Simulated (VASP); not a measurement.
Write the native input for VASP 6.6.1 that does the following.

```yaml
Task: single point
Functional: PBE
Potentials_or_basis: VASP PAW PBE potentials, release 64 (Sn_d, Te)
Cutoff: 250 eV
k_mesh: 6 × 6 × 6
Occupations: gaussian, width 0.02 eV
Spin: no spin polarisation
Further_INCAR_settings: ALGO = Normal; EDIFF = 1e-07; NBANDS = 17
```

The structure of SnTe lies in POSCAR:

```
SnTe
1.0
    0.0000000000      3.1508500000      3.1508500000
    3.1508500000      0.0000000000      3.1508500000
    3.1508500000      3.1508500000      0.0000000000
Sn Te
1 1
Direct
    0.0000000000      0.0000000000      0.0000000000
    0.5000000000      0.5000000000      0.5000000000
```

These files were run (other wordings do the same):

INCAR

```
SYSTEM = SnTe
  ALGO = Normal
  EDIFF = 1E-7
  ENCUT = 250
  GGA = PE
  ISIF = 2
  ISMEAR = 0
  LASPH = .True.
  LCHARG = .False.
  LREAL = .False.
  LWAVE = .False.
  NBANDS = 17
  NELM = 100
  PREC = Accurate
  SIGMA = 0.02
```

KPOINTS

```
k-points
0
Gamma
  6 6 6
  0 0 0
```

Potentials or basis: VASP PAW PBE potentials, release 64 (Sn_d, Te).

The run is started by

```sh
$ cat potpaw_PBE.64/Sn_d/POTCAR potpaw_PBE.64/Te/POTCAR > POTCAR
$ mpirun -np 1 vasp_std > vasp.out
```

Results of the run:

```json
{"Band gap on the k mesh": "0.10 eV, direct"}
```

Caveat: spin-orbit coupling is left out, which moves the levels of the heavy elements.

Wall time 9.8 s on 1 thread of Intel(R) Xeon(R) Platinum 8488C (Sapphire Rapids) (shared host), peak memory 0.13 GiB.
